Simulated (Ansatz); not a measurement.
## NiGe₂: competing structures

The calculation used DFT r2SCAN, scalar-relativistic, plane waves, PAW in Ansatz 0.2.0. Settings: cutoff 500 eV, Γ-centred meshes no coarser than 0.19 Å⁻¹ for metals and 0.3 Å⁻¹ for insulators (2π included), Gaussian smearing.

These are static lattice energies at zero pressure. The comparison covers the computed candidates alone. The k mesh leaves about 4 meV/atom of noise in metals. No run is spin-polarised.

```tsv
#	started from	space group	atoms	V (Å³/atom)	ΔE (meV/atom)	gap on mesh (eV)
1	database cell	Cmce (No. 64)	12	14.8	0	0.00
2	cubic Laves (C15) type	Fd-3m (No. 227)	6	16.5	954	0.00
```

The lowest structure: Space group Cmce (No. 64), orthorhombic, a = 10.788 Å, b = 5.740 Å, c = 5.734 Å. Ni is coordinated by 8 Ge at 2.47–2.51 Å and 1 Ni at 2.50 Å; Ge on Wyckoff site f (4 atoms of the primitive cell) is coordinated by 4 Ni at 2.49–2.51 Å, 1 Ge at 2.53 Å, 2 Ge at 2.80 Å and 4 Ge at 3.06–3.07 Å (next Ge at 3.61 Å); around Ge on Wyckoff site e (4 atoms of the primitive cell) lie 4 Ni at 2.47–2.51 Å and 6 Ge at 2.80–2.87 Å. Its energy against the elements is -0.09 eV/atom. Formation energies are uncorrected and refer to the lowest elemental structures computed at the same level.

```cif
data_structure
_symmetry_space_group_name_H-M 'Cmce'
_symmetry_Int_Tables_number 64
_cell_length_a 10.7881
_cell_length_b 5.7397
_cell_length_c 5.7345
_cell_angle_alpha 90.000
_cell_angle_beta 90.000
_cell_angle_gamma 90.000
_cell_volume 355.09
loop_
_atom_site_label
_atom_site_type_symbol
_atom_site_symmetry_multiplicity
_atom_site_Wyckoff_symbol
_atom_site_fract_x
_atom_site_fract_y
_atom_site_fract_z
_atom_site_occupancy
Ni1 Ni 8 d 0.11574 0.00000 0.00000 1
Ge1 Ge 8 f 0.50000 0.65464 0.34339 1
Ge2 Ge 8 e 0.25000 0.24443 0.25000 1
```

The second: Space group Fd-3m (No. 227), cubic, a = 7.343 Å. Ni is coordinated by 12 Ge at 3.04 Å and 4 Ni at 3.18 Å; Ge has 6 Ge at 2.60 Å and 6 Ni at 3.04 Å.